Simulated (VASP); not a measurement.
# C in VASP: a series of runs

The runs below take C through relaxation of cell and atoms, with PBE, r2SCAN+rVV10.

Program: VASP 6.6.1. These are calculated values, not measurements. Logs are shortened: lines on timing, memory, paths and dates and some standing lists are left out, and cuts for length are marked.

**1. The slab as given**

The cell holds a slab with vacuum, 4 atoms: a = 2.467 Å, b = 2.467 Å, c = 21.429 Å, α = 90.00°, β = 90.00°, γ = 120.00°.

The slab is cut from a database's or a generator's crystal, which needn't be the stable form of the element.

**2. Relaxation of cell and atoms, PBE**

Contents of INCAR:

```
PREC = Accurate
ENCUT = 600
EDIFF = 1E-7
ISMEAR = 0
SIGMA = 0.03
LREAL = False
LASPH = True
NELM = 80
ALGO = Normal
ISIF = 3
LWAVE = False
LCHARG = False
GGA = PE
IBRION = 2
NSW = 90
EDIFFG = -0.005
LATTICE_CONSTRAINTS = .TRUE. .TRUE. .FALSE.
```

Contents of KPOINTS:

```
regular mesh
0
Gamma
  15 15 1
```

Contents of POSCAR:

```
C                                       
1.0
    2.4669052835      0.0000000000      0.0000000000
   -1.2334526418      2.1364026469      0.0000000000
    0.0000000000      0.0000000000     21.4289500000
  C             
     4
Direct
     0.0000000000000000    0.0000000000000000    0.4015577431131682
     0.6666666699999979    0.3333333300000021    0.4015505346708177
     0.0000000000000000    0.0000000000000000    0.5984444057527663
     0.3333333300000021    0.6666666699999979    0.5984473164632479
```

Potentials or basis: VASP PAW PBE potentials, release 64 (C).

The run is started by

```console
> cat potpaw_PBE.64/C/POTCAR > POTCAR
> mpirun -np 1 vasp_std > vasp.out
```

OUTCAR:

```text
PREC = Accurate
   ENCUT = 600
   EDIFF = 1E-7
   ISMEAR = 0
   LREAL = False
   LASPH = True
   NELM = 80
   ISIF = 3
   GGA = PE
   IBRION = 2
   NSW = 90
   EDIFFG = -0.005

 ion  position               nearest neighbor table
   1  0.000  0.000  0.402-   2 1.42   2 1.42   2 1.42
   2  0.667  0.333  0.402-   1 1.42   1 1.42   1 1.42
   3  0.000  0.000  0.598-   4 1.42   4 1.42   4 1.42
   4  0.333  0.667  0.598-   3 1.42   3 1.42   3 1.42

  LATTYP: Found a hexagonal cell.
 ALAT       =     2.4669052835
 C/A-ratio  =     8.6865718531

  Lattice vectors:

 A1 = (   2.4669052835,   0.0000000000,   0.0000000000)
 A2 = (  -1.2334526418,   2.1364026469,   0.0000000000)
 A3 = (   0.0000000000,   0.0000000000,  21.4289500000)

Analysis of symmetry for initial positions (statically):
=====================================================================
 Subroutine PRICEL returns:
 Original cell was already a primitive cell.

 Routine SETGRP: Setting up the symmetry group for a
 hexagonal supercell.

 Subroutine GETGRP returns: Found 12 space group operations
 (whereof 12 operations were pure point group operations)
 out of a pool of 24 trial point group operations.

The static configuration has the point symmetry D_3d.

Analysis of symmetry for dynamics (positions and initial velocities):
=====================================================================
 Subroutine PRICEL returns:
 Original cell was already a primitive cell.

 Routine SETGRP: Setting up the symmetry group for a
 hexagonal supercell.

 Subroutine GETGRP returns: Found 12 space group operations
 (whereof 12 operations were pure point group operations)
 out of a pool of 24 trial point group operations.

The dynamic configuration has the point symmetry D_3d.

 Subroutine INISYM returns: Found 12 space group operations
 (whereof 12 operations are pure point group operations),
 and found     1 'primitive' translations

----------------------------------------------------------------------------------------

                                     Primitive cell

  volume of cell :     112.9371

  direct lattice vectors                    reciprocal lattice vectors
     2.466905284  0.000000000  0.000000000     0.405366192  0.234038280  0.000000000
    -1.233452642  2.136402647  0.000000000     0.000000000  0.468076559  0.000000000
     0.000000000  0.000000000 21.428950000     0.000000000  0.000000000  0.046665842

  length of vectors
     2.466905284  2.466905286 21.428950000     0.468076560  0.468076559  0.046665842

  position of ions in fractional coordinates (direct lattice)
     0.000000000  0.000000000  0.401557743
     0.666666670  0.333333330  0.401550535
     0.000000000  0.000000000  0.598444406
     0.333333330  0.666666670  0.598447316

  ion indices of the primitive-cell ions
   primitive index   ion index
                 1           1
                 2           2
                 3           3
                 4           4

----------------------------------------------------------------------------------------

 KPOINTS: regular mesh

Automatic generation of k-mesh.
 Grid dimensions read from file:
 generate k-points for:   15   15    1

 Generating k-lattice:

  Cartesian coordinates                     Fractional coordinates (reciprocal lattice)
     0.027024413  0.015602552  0.000000000     0.066666667  0.000000000  0.000000000
     0.000000000  0.031205104  0.000000000     0.000000000  0.066666667  0.000000000
     0.000000000  0.000000000  0.046665842     0.000000000  0.000000000  1.000000000

  Length of vectors
     0.031205104  0.031205104  0.046665842

  Shift w.r.t. Gamma in fractional coordinates (k-lattice)
     0.000000000  0.000000000  0.000000000

 Subroutine IBZKPT returns following result:
 ===========================================

 Found     27 irreducible k-points:

 Following reciprocal coordinates:
            Coordinates               Weight
  0.000000  0.000000  0.000000      1.000000
  0.066667  0.000000  0.000000      6.000000
  0.133333  0.000000  0.000000      6.000000
  0.200000  0.000000  0.000000      6.000000
  0.266667  0.000000  0.000000      6.000000
  0.333333  0.000000  0.000000      6.000000
[... 16 lines left out ...]
  0.333333  0.200000  0.000000     12.000000
  0.400000  0.200000  0.000000      6.000000
 [... further k-points ...]
   k-points           NKPTS =     27   k-points in BZ     NKDIM =     27   number of bands    NBANDS=     12
   number of dos      NEDOS =    301   number of ions     NIONS =      4
   total plane-waves  NPLWV =  72000
   dimension x,y,z NGX =    20 NGY =   20 NGZ =  180
   dimension x,y,z NGXF=    40 NGYF=   40 NGZF=  360
   ions per type =               4
   NGX,Y,Z   is equivalent  to a cutoff of  13.48, 13.48, 13.96 a.u.
   NGXF,Y,Z  is equivalent  to a cutoff of  26.96, 26.96, 27.93 a.u.
 SYSTEM =  unknown system
   PREC   = accura    normal or accurate (medium, high low for compatibility)
   ISTART =      0    job   : 0-new  1-cont  2-samecut
   ICHARG =      2    charge: 1-file 2-atom 10-const
   ISPIN  =      1    spin polarized calculation?
   LNONCOLLINEAR =      F non collinear calculations
   LSORBIT =      F    spin-orbit coupling
   LASPH  =      T    aspherical Exc in radial PAW
   ENCUT  =  600.0 eV  44.10 Ry    6.64 a.u.   4.93  4.93 42.80*2*pi/ulx,y,z
   NELM   =     80;   NELMIN=  2; NELMDL= -5     # of ELM steps
   EDIFF  = 0.1E-06   stopping-criterion for ELM
   LREAL  =      F    real-space projection
   EDIFFG = -.5E-02   stopping-criterion for IOM
   NSW    =     90    number of steps for IOM
   IBRION =      2    ionic relax: 0-MD 1-quasi-New 2-CG
   NFREE  =      1    steps in history (QN), initial steepest desc. (CG)
   ISIF   =      3    stress and relaxation
   ISYM   =      2    0-nonsym 1-usesym 2-fastsym
   POTIM  = 0.5000    time-step for ionic-motion
   TEBEG  =    0.0;   TEEND  =   0.0 temperature during run
   PSTRESS=    0.0 pullay stress
   NELECT =      16.0000    total number of electrons
   NUPDOWN=      -1.0000    fix difference up-down
   EMIN   =  10.00;   EMAX   =-10.00  energy-range for DOS
   EFERMI =   0.00;   METHOD = LEGACY
   ISMEAR =     0;   SIGMA  =   0.03  broadening in eV -4-tet -1-fermi 0-gaus
   EFERMI_NEDOS =   21; number of points for ismear=-14 and -15
   IALGO  =     38    algorithm
   IMIX   =      4    mixing-type and parameters
     AMIX     =   0.40;   BMIX     =  1.00
     AMIX_MAG =   1.60;   BMIX_MAG =  1.00
  volume/ion in A,a.u.               =      28.23       190.53
  Fermi-wavevector in a.u.,A,eV,Ry     =   0.853433  1.612754  9.909770  0.728348
  Thomas-Fermi vector in A             =   1.969875
   LORBIT       =      0    0 simple, 1 ext, 2 COOP (PROOUT), +10 PAW based schemes
   GGA     = PE    functional components
   LHFCALC =     F    Hartree Fock is set to
   AEXX    =    0.0000 exact exchange contribution
   IVDW    =     0    specifies the selected vdW correction
   LEPSILON=     F    determine dielectric tensor
   LRPA    =     F    only Hartree local field effects (RPA)
 conjugate gradient relaxation of ions
 non-spin polarized calculation
 Gauss-broadening in eV      SIGMA  =   0.03
  energy-cutoff  :      600.00
  volume of cell :      112.94
 maximum number of plane-waves:      3825
 NGX is ok and might be reduce to    20
   NGX =  9   NGY =  9   NGZ = 85

 number of electron      16.0000001 magnetization

 Free energy of the ion-electron system (eV)
  ---------------------------------------------------
  ext. energy  EPLUGINS =         0.00000000
  ---------------------------------------------------
  free energy    TOTEN  =       -36.90918003 eV

  energy without entropy =      -36.90887812  energy(sigma->0) =      -36.90902907

 E-fermi :  -1.4488     XC(G=0):  -3.7401

 val. band max:       -1.4487888253   @ k =   0.3333   0.3333   0.0000
 cond. band min:      -1.3768078152   @ k =   0.3333   0.3333   0.0000
 fundamental gap:      0.0719810101
 Fermi energy:        -1.4487878048

 k-point     1 :       0.0000    0.0000    0.0000
  band No.  band energies     occupation
      1     -20.9709      2.00000
      2     -20.9511      2.00000
      3      -9.1863      2.00000
      4      -8.9279      2.00000
      5      -4.4946      2.00000
      6      -4.4946      2.00000
      7      -4.4940      2.00000
      8      -4.4940      2.00000
      9       1.7713      0.00000
     10       2.2760      0.00000
     11       2.9312      0.00000
     12       3.7154      0.00000

 k-point     2 :       0.0667    0.0000    0.0000
  band No.  band energies     occupation
      1     -20.8659      2.00000
      2     -20.8462      2.00000
      3      -9.0603      2.00000
      4      -8.8034      2.00000
      5      -4.9190      2.00000
      6      -4.9179      2.00000
      7      -4.7165      2.00000
      8      -4.7155      2.00000
      9       1.9118      0.00000
     10       2.4188      0.00000
     11       3.0751      0.00000
     12       3.8550      0.00000

 k-point     3 :       0.1333    0.0000    0.0000
  band No.  band energies     occupation
      1     -20.5516      2.00000
      2     -20.5323      2.00000
      3      -8.6844      2.00000
      4      -8.4318      2.00000
      5      -6.0466      2.00000
      6      -6.0444      2.00000
      7      -5.2787      2.00000
      8      -5.2774      2.00000
      9       2.3331      0.00000
     10       2.8468      0.00000
     11       3.5064      0.00000
     12       4.2730      0.00000

 k-point     4 :       0.2000    0.0000    0.0000
  band No.  band energies     occupation
      1     -20.0301      2.00000
      2     -20.0117      2.00000
      3      -8.0654      2.00000
      4      -7.8205      2.00000
      5      -7.5927      2.00000
      6      -7.5891      2.00000
      7      -5.9817      2.00000
      8      -5.9800      2.00000
      9       3.0346      0.00000
     10       3.5581      0.00000
     11       4.2233      0.00000
     12       4.9627      0.00000

 k-point     5 :       0.2667    0.0000    0.0000
  band No.  band energies     occupation
      1     -19.3059      2.00000
      2     -19.2886      2.00000
      3      -9.3228      2.00000
      4      -9.3174      2.00000
      5      -7.2178      2.00000
      6      -6.9852      2.00000
      7      -6.6657      2.00000
      8      -6.6637      2.00000
      9       4.0125      0.00000
     10       4.5315      0.00000
     11       5.1378      0.00000
     12       5.3276      0.00000
[... 228 lines left out ...]
      1     -18.1862      2.00000
      2     -18.1706      2.00000
      3     -10.3941      2.00000
      4     -10.3909      2.00000
      5      -8.9142      2.00000
      6      -8.9118      2.00000
      7      -5.9254      2.00000
      8      -5.7133      2.00000
      9       3.4164      0.00000
     10       3.4689      0.00000
     11       5.5472      0.00000
     12       6.0955      0.00000

 k-point    22 :       0.2667    0.2000    0.0000
  band No.  band energies     occupation
      1     -17.1918      2.00000
      2     -17.1777      2.00000
      3     -11.6756      2.00000
      4     -11.6700      2.00000
      5      -9.7327      2.00000
      6      -9.7288      2.00000
      7      -4.8233      2.00000
      8      -4.6343      2.00000
      9       1.9370      0.00000
     10       2.0029      0.00000
     11       6.9176      0.00000
     12       7.4637      0.00000

 k-point    23 :       0.3333    0.2000    0.0000
  band No.  band energies     occupation
      1     -16.0494      2.00000
      2     -16.0372      2.00000
      3     -13.0979      2.00000
      4     -13.0899      2.00000
      5     -10.1595      2.00000
      6     -10.1545      2.00000
      7      -3.6695      2.00000
      8      -3.5217      2.00000
      9       0.5467      0.00000
     10       0.6231      0.00000
     11       8.5012      0.00000
     12       8.9678      0.00000

 k-point    24 :       0.4000    0.2000    0.0000
  band No.  band energies     occupation
      1     -15.1220      2.00000
      2     -15.1160      2.00000
      3     -14.1293      2.00000
      4     -14.1252      2.00000
      5     -10.2923      2.00000
      6     -10.2870      2.00000
      7      -2.9875      2.00000
      8      -2.9115      2.00000
      9      -0.1694      0.00000
     10      -0.1302      0.00000
     11       9.2890      0.00000
     12       9.3744      0.00000

 [... further k-points ...]

------------------------ aborting loop because EDIFF is reached ----------------------------------------

  FORCE on cell =-STRESS in cart. coord.  units (eV):
  Direction    XX          YY          ZZ          XY          YZ          ZX
  --------------------------------------------------------------------------------------
  -------------------------------------------------------------------------------------
  Total       -0.0005613     -0.0005613     -0.0714112      0.0000000      0.0000000      0.0000000
  in kB       -0.0079624     -0.0079624     -1.0130728      0.0000000      0.0000000      0.0000000
  external PRESSURE =      -0.3429992 kB  Pullay stress =       0.0000000 kB

 VOLUME and BASIS-vectors are now :
 -----------------------------------------------------------------------------
  energy-cutoff  :      600.00
  volume of cell :      112.94
      direct lattice vectors                 reciprocal lattice vectors
     2.466905284  0.000000000  0.000000000     0.405366192  0.234038280  0.000000000
    -1.233452642  2.136402647  0.000000000     0.000000000  0.468076559  0.000000000
     0.000000000  0.000000000 21.428950000     0.000000000  0.000000000  0.046665842

 POSITION                                       TOTAL-FORCE (eV/Angst)
 -----------------------------------------------------------------------------------
      0.00000      0.00000      8.60496        -0.000000      0.000000     -0.000483
      1.23345      0.71213      8.60481         0.000000     -0.000000     -0.000330
      0.00000      0.00000     12.82404         0.000000     -0.000000      0.000483
     -0.00000      1.42427     12.82410        -0.000000      0.000000      0.000330
 -----------------------------------------------------------------------------------
    total drift:                               -0.000000     -0.000000      0.000002

  FREE ENERGIE OF THE ION-ELECTRON SYSTEM (eV)
  ---------------------------------------------------
  free  energy   TOTEN  =       -36.9091800315 eV

  energy  without entropy=      -36.9088781162  energy(sigma->0) =      -36.90902907

 reached required accuracy - stopping structural energy minimisation
```

Wall time 82 s (1 thread of AMD EPYC 7R43 (Zen 3), shared host); peak memory 0.21 GiB.

What came out:

```
Free energy            : -36.9092 eV
Band gap on the k mesh : none (metal or under the smearing width)
```

Final structure:
```xyz
4
Lattice="2.4669 0.0000 0.0000 -1.2335 2.1364 0.0000 0.0000 0.0000 21.4290" Properties=species:S:1:pos:R:3 pbc="T T T"
C     0.0000    0.0000    8.6050
C     1.2335    0.7121    8.6048
C     0.0000    0.0000   12.8240
C     0.0000    1.4243   12.8241
```

Levels at points of the mesh, in eV from the Fermi level:
```
           k point  band 6  band 7  band 8  band 9  band 10  band 11
(0.00, 0.00, 0.00)   -3.05   -3.05   -3.05    3.22     3.72     4.38
```

Caveat: the relaxation stopped at its first step, so nothing moved.

[end of part 1 of 2]
